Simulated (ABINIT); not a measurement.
# TiTe2 (P-3m1) in ABINIT: notebook

Runs on TiTe2. Level: PBE. Tasks: single point.

All numbers are computed with ABINIT 10.8.3 (patched build); they aren't measurements. Logs are shortened: lines on timing, memory, paths and dates and some standing lists are left out, and cuts for length are marked. The log counts tension as positive stress, the text compression.

## (1) The structure

The structure is trigonal, space group P-3m1 (No. 164). The conventional cell has a = 3.777 Å, b = 3.777 Å, c = 6.498 Å, α = 90.00°, β = 90.00°, γ = 120.00°. Te (site symmetry 3m) has 3 Ti at 2.77 Å as nearest neighbours. Ti (site symmetry -3m) has 6 Te at 2.77 Å as nearest neighbours.

## (2) Single point, PBE

Input file run.abi:

```
pp_dirpath "./"
pseudos "Te.upf, Ti.upf"

acell 3*1.0
rprim
     7.1374955727     0.0000000000     0.0000000000
    -3.5687477864     6.1812524854     0.0000000000
     0.0000000000     0.0000000000    12.2794403578
ntypat 2
znucl 52 22
natom 3
typat 1 1 2
xred
     0.3333333333     0.6666666667     0.7372000000
     0.6666666667     0.3333333333     0.2628000000
     0.0000000000     0.0000000000     0.0000000000

ecut 42.0

kptopt 1
ngkpt 8 8 4
nshiftk 1
shiftk 0.0 0.0 0.0

ixc 11

nband 27
occopt 3
tsmear 0.05 eV

nstep 100
tolvrs 1.0e-10

iomode 3
prtwf 0
prteig 0
prtebands 0
enunit 1
prtden 1
prtvha 1
prtvclmb 1
prtpot 1
prtelf 1
```

Potentials or basis: PseudoDojo NC SR PBE v0.4.1 standard.

On the command line:

```
$ abinit run.abi > log 2>&1
```

run.abo:

```text
.Version 10.8.3 of ABINIT
 Symmetries : space group P-3 m 1 (#164); Bravais hP (primitive hexag.)
================================================================================
 Values of the parameters that define the memory need of the present run
     intxc =       0    ionmov =       0      iscf =       7    lmnmax =       6
     lnmax =       6     mgfft =      72  mpssoang =       3    mqgrid =    3583
     natom =       3  nloc_mem =       1    nspden =       1   nspinor =       1
    nsppol =       1      nsym =      12    n1xccc =    2501    ntypat =       2
    occopt =       3   xclevel =       2
       mpw =        7080          nfft =      145800          nkpt =          35
================================================================================
================================================================================

--------------------------------------------------------------------------------
------------- Echo of variables that govern the present computation ------------
--------------------------------------------------------------------------------
 -outvars: echo values of preprocessed input variables --------
            acell      1.0000000000E+00  1.0000000000E+00  1.0000000000E+00 Bohr
              amu      1.27600000E+02  4.78800000E+01
             ecut      4.20000000E+01 Hartree
           enunit           1
              ixc          11
         kptrlatt        8    0    0      0    8    0      0    0    4
          kptrlen      4.91177614E+01
            natom           3
            nband          27
            ngfft          45      45      72
             nkpt          35
            nstep         100
             nsym          12
           ntypat           2
           occopt           3
        prtebands           0
           prteig           0
           prtelf           1
           prtpot           1
         prtvclmb           1
           prtvha           1
            prtwf           0
            rprim      7.1374955727E+00  0.0000000000E+00  0.0000000000E+00
                      -3.5687477864E+00  6.1812524854E+00  0.0000000000E+00
                       0.0000000000E+00  0.0000000000E+00  1.2279440358E+01
          spgroup         164
           tolvrs      1.00000000E-10
           tsmear      1.83746611E-03 Hartree
            typat      1  1  2
           xangst     -1.7639703369E-11  2.1806519653E+00  4.7903255967E+00
                       1.8884999987E+00  1.0903259826E+00  1.7076743988E+00
                       0.0000000000E+00  0.0000000000E+00  0.0000000000E+00
            xcart     -3.3334208310E-11  4.1208349903E+00  9.0524034318E+00
                       3.5687477863E+00  2.0604174951E+00  3.2270369260E+00
                       0.0000000000E+00  0.0000000000E+00  0.0000000000E+00
             xred      3.3333333333E-01  6.6666666667E-01  7.3720000000E-01
                       6.6666666667E-01  3.3333333333E-01  2.6280000000E-01
                       0.0000000000E+00  0.0000000000E+00  0.0000000000E+00
            znucl       52.00000   22.00000

================================================================================

 chkinp: Checking input parameters for consistency.

================================================================================
== DATASET  1 ==================================================================

--- !DatasetInfo
iteration_state: {dtset: 1, }
dimensions: {natom: 3, nkpt: 35, mband: 27, nsppol: 1, nspinor: 1, nspden: 1, mpw: 7080, }
cutoff_energies: {ecut:  42.0, pawecutdg:  -1.0, }
electrons: {nelect:   4.40000000E+01, charge:   0.00000000E+00, occopt:   3.00000000E+00, tsmear:   1.83746611E-03, }
meta: {optdriver: 0, ionmov: 0, optcell: 0, iscf: 7, paral_kgb: 0, }
...

 Exchange-correlation functional for the present dataset will be:
  GGA: Perdew-Burke-Ernzerhof functional - ixc=11
  J.P.Perdew, K.Burke, M.Ernzerhof, PRL 77, 3865 (1996)

 Real(R)+Recip(G) space primitive vectors, cartesian coordinates (Bohr,Bohr^-1):
 R(1)=  7.1374956  0.0000000  0.0000000  G(1)=  0.1401052  0.0808898  0.0000000
 R(2)= -3.5687478  6.1812525  0.0000000  G(2)=  0.0000000  0.1617795  0.0000000
 R(3)=  0.0000000  0.0000000 12.2794404  G(3)=  0.0000000  0.0000000  0.0814369
 Unit cell volume ucvol=  5.4175248E+02 bohr^3
 Angles (23,13,12)=  9.00000000E+01  9.00000000E+01  1.20000000E+02 degrees

 getcut: wavevector=  0.0000  0.0000  0.0000  ngfft=  45  45  72
         ecut(hartree)=     42.000   => boxcut(ratio)=   2.00985

--- Pseudopotential description ------------------------------------------------
- pspini: atom type   1  psp file is ./Te.upf
12 -101130 2 -1 1294                          pspcod,pspxc,lmax,lloc,mmax
     nproj     2     2     2

- pspini: atom type   2  psp file is ./Ti.upf
12 -101130 2 -1 1586                          pspcod,pspxc,lmax,lloc,mmax
     nproj     2     2     2

   3.87787158E+03                                ecore*ucvol(ha*bohr**3)
--------------------------------------------------------------------------------

================================================================================

--- !BeginCycle
iteration_state: {dtset: 1, }
solver: {iscf: 7, nstep: 100, nline: 4, wfoptalg: 0, }
tolerances: {tolvrs: 1.00E-10, }
...

     iter   Etot(hartree)      deltaE(h)  residm     vres2
 ETOT  1  -268.78450873927    -2.688E+02 7.230E-01 9.359E+02
 ETOT  2  -260.16086708991     8.624E+00 1.349E-01 1.046E+05
 ETOT  3  -268.99788162313    -8.837E+00 3.740E-02 1.926E+03
 ETOT  4  -269.09514982986    -9.727E-02 7.661E-03 7.411E+02
 ETOT  5  -269.14757173919    -5.242E-02 1.667E-03 1.089E+01
 ETOT  6  -269.14751313203     5.861E-05 5.425E-04 1.977E+01
 ETOT  7  -269.14907177861    -1.559E-03 1.432E-04 2.046E+00
 ETOT  8  -269.14925365076    -1.819E-04 7.689E-05 7.815E-02
 ETOT  9  -269.14926128376    -7.633E-06 2.582E-05 5.439E-04
 ETOT 10  -269.14926129490    -1.115E-08 1.082E-05 2.226E-04
 ETOT 11  -269.14926131241    -1.750E-08 5.689E-06 3.979E-07
 ETOT 12  -269.14926131247    -6.929E-11 1.630E-06 6.300E-08
 ETOT 13  -269.14926131247     3.013E-12 1.256E-06 5.485E-09
 ETOT 14  -269.14926131247     3.126E-12 3.594E-07 1.182E-10
 ETOT 15  -269.14926131247    -2.160E-12 2.805E-07 5.406E-12

 At SCF step   15       vres2   =  5.41E-12 < tolvrs=  1.00E-10 =>converged.

 Compute ELF
--------------------------------------------------------------------------------

 Compute kinetic energy density

 Compute gradient of the electron density
 Electron Localization Function (ELF) [min:0;max:1]
)     Maximum=    8.8491E-01  at reduced coord.    0.8667    0.9333    0.9583
)     Minimum=    0.0000E+00  at reduced coord.    0.6667    0.3333    0.2639
   Integrated=    1.8376E+02

--------------------------------------------------------------------------------
 End of ELF section

 Cartesian components of stress tensor (hartree/bohr^3)
  sigma(1 1)= -2.88899035E-05  sigma(3 2)=  0.00000000E+00
  sigma(2 2)= -2.88899037E-05  sigma(3 1)=  0.00000000E+00
  sigma(3 3)= -4.47613266E-05  sigma(2 1)=  1.06645158E-13

--- !ResultsGS
iteration_state: {dtset: 1, }
comment   : Summary of ground state results
lattice_vectors:
- [  7.1374956,   0.0000000,   0.0000000, ]
- [ -3.5687478,   6.1812525,   0.0000000, ]
- [  0.0000000,   0.0000000,  12.2794404, ]
lattice_lengths: [   7.13750,    7.13750,   12.27944, ]
lattice_angles: [ 90.000,  90.000, 120.000, ] # degrees, (23, 13, 12)
lattice_volume:   5.4175248E+02
convergence: {deltae: -2.160E-12, res2:  5.406E-12, residm:  2.805E-07, diffor: null, }
etotal    :  -2.69149261E+02
entropy   :   0.00000000E+00
fermie    :   2.23308247E-01
cartesian_stress_tensor: # hartree/bohr^3
- [ -2.88899035E-05,   1.06645158E-13,   0.00000000E+00, ]
- [  1.06645158E-13,  -2.88899037E-05,   0.00000000E+00, ]
- [  0.00000000E+00,   0.00000000E+00,  -4.47613266E-05, ]
pressure_GPa:   1.0056E+00
xred      :
- [  3.3333E-01,   6.6667E-01,   7.3720E-01, Te]
- [  6.6667E-01,   3.3333E-01,   2.6280E-01, Te]
- [  0.0000E+00,   0.0000E+00,   0.0000E+00, Ti]
cartesian_forces: # hartree/bohr
- [  1.25751168E-29,  -2.25067660E-28,  -4.14401940E-04, ]
- [ -2.51502337E-29,   2.32327907E-28,   4.14401940E-04, ]
- [  1.25751168E-29,  -7.26024709E-30,  -0.00000000E+00, ]
force_length_stats: {min:   1.45204942E-29, max:   4.14401940E-04, mean:   2.76267960E-04, }
...

 Integrated electronic density in atomic spheres:
 ------------------------------------------------
 Atom  Sphere_radius  Integrated_density
    1        2.00000         11.97477216
    2        2.00000         11.97477216
    3        2.00000          9.48527017
================================================================================

 ----iterations are completed or convergence reached----

 Mean square residual over all n,k,spin=   39.436E-11; max=  28.053E-08
 reduced coordinates (array xred) for    3 atoms
       0.333333333333      0.666666666667      0.737200000000
       0.666666666667      0.333333333333      0.262800000000
       0.000000000000      0.000000000000      0.000000000000
 rms dE/dt=  2.3988E-03; max dE/dt=  5.0886E-03; dE/dt below (all hartree)
    1       0.000000000000      0.000000000000      0.005088623907
    2       0.000000000000     -0.000000000000     -0.005088623907
    3       0.000000000000      0.000000000000      0.000000000000

 cartesian coordinates (angstrom) at end:
    1     -0.00000000001764     2.18065196526143     4.79032559674306
    2      1.88849999870695     1.09032598263071     1.70767439883896
    3      0.00000000000000     0.00000000000000     0.00000000000000

 cartesian forces (hartree/bohr) at end:
    1      0.00000000000000    -0.00000000000000    -0.00041440194003
    2     -0.00000000000000     0.00000000000000     0.00041440194003
    3      0.00000000000000    -0.00000000000000    -0.00000000000000
 frms,max,avg= 1.9535095E-04 4.1440194E-04   0.000E+00  0.000E+00  0.000E+00 h/b

 cartesian forces (eV/Angstrom) at end:
    1      0.00000000000000    -0.00000000000000    -0.02130940453682
    2     -0.00000000000000     0.00000000000000     0.02130940453682
    3      0.00000000000000    -0.00000000000000    -0.00000000000000
 frms,max,avg= 1.0045350E-02 2.1309405E-02   0.000E+00  0.000E+00  0.000E+00 e/A
 length scales=  1.000000000000  1.000000000000  1.000000000000 bohr
              =  0.529177210544  0.529177210544  0.529177210544 angstroms
 Fermi (or HOMO) energy (eV) =   6.07653   Average Vxc (eV)= -10.37507
 Eigenvalues (   eV  ) for nkpt=  35  k points:
 kpt#   1, nband= 27, wtk=  0.00391, kpt=  0.0000  0.0000  0.0000 (reduced coord)
 -51.40493  -30.47474  -30.47474  -30.47074  -30.47074  -30.45287  -30.45287  -30.45115
 -30.45115  -30.44468  -30.44269  -27.65593  -27.65593  -27.63112   -6.32991   -4.82804
   0.86302    4.40619    4.40619    6.43743    6.48446    6.48446    6.65707    7.14715
   7.14715    9.14043    9.14043
 prteigrs : prtvol=0 or 1, do not print more k-points.

--- !EnergyTerms
iteration_state     : {dtset: 1, }
comment             : Components of total free energy in Hartree
kinetic             :  1.37410633591778E+02
hartree             :  6.75762516190458E+01
xc                  : -5.80161577012404E+01
Ewald energy        : -1.59232670160496E+02
psp_core            :  7.15801350044327E+00
local_psp           : -2.05684854893647E+02
non_local_psp       : -5.83600604240943E+01
internal            : -2.69148844468210E+02
'-kT*entropy'       : -4.16844261032751E-04
total_energy        : -2.69149261312471E+02
total_energy_eV     : -7.32392450739411E+03
band_energy         : -3.13774936413262E+01
...

 Cartesian components of stress tensor (hartree/bohr^3)
  sigma(1 1)= -2.88899035E-05  sigma(3 2)=  0.00000000E+00
  sigma(2 2)= -2.88899037E-05  sigma(3 1)=  0.00000000E+00
  sigma(3 3)= -4.47613266E-05  sigma(2 1)=  1.06645158E-13

-Cartesian components of stress tensor (GPa)         [Pressure=  1.0056E+00 GPa]
- sigma(1 1)= -8.49970306E-01  sigma(3 2)=  0.00000000E+00
- sigma(2 2)= -8.49970312E-01  sigma(3 1)=  0.00000000E+00
- sigma(3 3)= -1.31692370E+00  sigma(2 1)=  3.13760887E-09

== END DATASET(S) ==============================================================
================================================================================

 -outvars: echo values of variables after computation  --------
            acell      1.0000000000E+00  1.0000000000E+00  1.0000000000E+00 Bohr
           etotal     -2.6914926131E+02
            fcart      1.2575116840E-29 -2.2506765987E-28 -4.1440194003E-04
                      -2.5150233680E-29  2.3232790696E-28  4.1440194003E-04
                       1.2575116840E-29 -7.2602470925E-30 -0.0000000000E+00
            rprim      7.1374955727E+00  0.0000000000E+00  0.0000000000E+00
                      -3.5687477864E+00  6.1812524854E+00  0.0000000000E+00
                       0.0000000000E+00  0.0000000000E+00  1.2279440358E+01
           strten     -2.8889903505E-05 -2.8889903688E-05 -4.4761326617E-05
                       0.0000000000E+00  0.0000000000E+00  1.0664515772E-13
           xangst     -1.7639703369E-11  2.1806519653E+00  4.7903255967E+00
                       1.8884999987E+00  1.0903259826E+00  1.7076743988E+00
                       0.0000000000E+00  0.0000000000E+00  0.0000000000E+00
             xred      3.3333333333E-01  6.6666666667E-01  7.3720000000E-01
                       6.6666666667E-01  3.3333333333E-01  2.6280000000E-01
                       0.0000000000E+00  0.0000000000E+00  0.0000000000E+00
 Calculation completed.
```

Run time: 5.6 min. Hardware: 1 thread of Arm Neoverse V1, shared host; peak memory 0.19 GiB.

Results:

| Item | Value |
| --- | --- |
| Free energy | -7323.9245 eV |
| Pressure | 1.0 GPa |
| Largest force | 0.021 eV/Å |
| Band gap on the k mesh | none (metal or under the smearing width) |
| Valence electrons inside the program's atomic spheres | Te 11.97; Ti 9.49 |

Forces on the atoms (eV/Å):
```
Te   0.000  0.000 -0.021
Te   0.000  0.000  0.021
Ti   0.000  0.000  0.000
```

Caveat: this functional lacks dispersion, which binds the layers, so the pressure and a relaxed spacing across them are unreliable. The run has no spin-orbit coupling, so splittings on Te are missing.

## (3) Single point, PBE

run.abi: that of step 2 with these lines changed.

```diff
@@ -1,3 +1,3 @@
 pp_dirpath "./"
-pseudos "Te.upf, Ti.upf"
+pseudos "Te_ONCV_PBE-1.2.upf, Ti_ONCV_PBE-1.2.upf"
 
@@ -17,3 +17,3 @@
 
-ecut 42.0
+ecut 30.0
```

Potentials or basis: SG15 NC PBE v1.2.

On the command line:

```
$ abinit run.abi > log 2>&1
```

Run time: 2.7 min. Hardware: 1 thread of Arm Neoverse V1, shared host; peak memory 0.12 GiB.

It converged, with:

```
Free energy                                           : -6328.0017 eV
Pressure                                              : 1.0 GPa
Largest force                                         : 0.035 eV/Å
Band gap on the k mesh                                : none (metal or under the smearing width)
Valence electrons inside the program's atomic spheres : Te 11.97; Ti 9.48
```

Forces in eV/Å, atoms in the order of the input:
```
Te   0.000  0.000 -0.035
Te   0.000  0.000  0.035
Ti   0.000  0.000  0.000
```

Stress tensor (GPa, compression positive):
```
0.88 0.00 0.00
0.00 0.88 0.00
0.00 0.00 1.31
```

Levels at points of the mesh, in eV from the Fermi level:
```
           k point  band 20  band 21  band 22  band 23  band 24  band 25
(0.00, 0.00, 0.00)     0.36     0.41     0.41     0.58     1.07     1.07
(0.50, 0.00, 0.00)    -2.39    -1.74    -1.13     0.03     1.15     1.49
(0.00, 0.00, 0.50)    -1.60     0.40     0.40     0.76     0.76     1.04
(0.50, 0.00, 0.50)    -2.02    -0.96    -0.61    -0.26     1.15     1.46
```

Caveat: this functional lacks dispersion, which binds the layers, so the pressure and a relaxed spacing across them are unreliable. The run has no spin-orbit coupling, so splittings on Te are missing.
